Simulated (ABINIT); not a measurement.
Crystal: TiSi.

```xyz
2
Lattice="1.8162 -2.1176 0.0000 1.8162 2.1176 0.0000 0.0000 0.0000 3.8039" Properties=species:S:1:pos:R:3 pbc="T T T"
Ti    1.8162    0.0000    0.0000
Si    0.0000    0.0000    1.9020
```

The cell comes from a database or a generator and needn't be the stable form of this composition.

* Program: ABINIT 10.8.3 (patched build)
* Task: relaxation of cell and atoms
* Functional: LDA
* Potentials or basis: JTH PAW LDA v2.0
* Cutoff: 408 eV
* k mesh: 10 × 10 × 7
* Occupations: fermi-dirac, width 0.05 eV
* Spin: no spin polarisation

At the start: pressure -7.5 GPa; volume 14.63 Å³/atom.

Question: Where does the relaxation end?

Answer: Over 10 steps the energy falls by 20.5 meV/atom and the volume is 13.79 Å³/atom (-5.8 %); space group Cmmm (No. 65, to 0.05 Å).

Step by step:
```tsv
step	energy change (eV)	largest force (eV/Å)	pressure (GPa)	volume (Å³)
1	0.0000	0.0000	-7.50	29.26
2	-0.0252	0.0000	-4.51	28.59
3	-0.0384	0.0000	0.29	27.65
4	-0.0389	0.0000	0.07	27.68
5	-0.0407	0.0000	-0.43	27.69
6	-0.0409	0.0000	-0.18	27.63
7	-0.0410	0.0000	0.00	27.59
8	-0.0410	0.0000	0.07	27.58
9	-0.0410	0.0000	0.10	27.57
10	-0.0410	0.0000	0.05	27.57
```

Final structure:
```cif
data_structure
_symmetry_space_group_name_H-M 'P 1'
_symmetry_Int_Tables_number 1
_cell_length_a 2.7137
_cell_length_b 2.7137
_cell_length_c 3.7815
_cell_angle_alpha 90.000
_cell_angle_beta 90.000
_cell_angle_gamma 98.044
_cell_volume 27.57
loop_
_atom_site_label
_atom_site_type_symbol
_atom_site_fract_x
_atom_site_fract_y
_atom_site_fract_z
_atom_site_occupancy
Ti1 Ti 0.50000 0.50000 0.00000 1
Si1 Si 0.00000 0.00000 0.50000 1
```
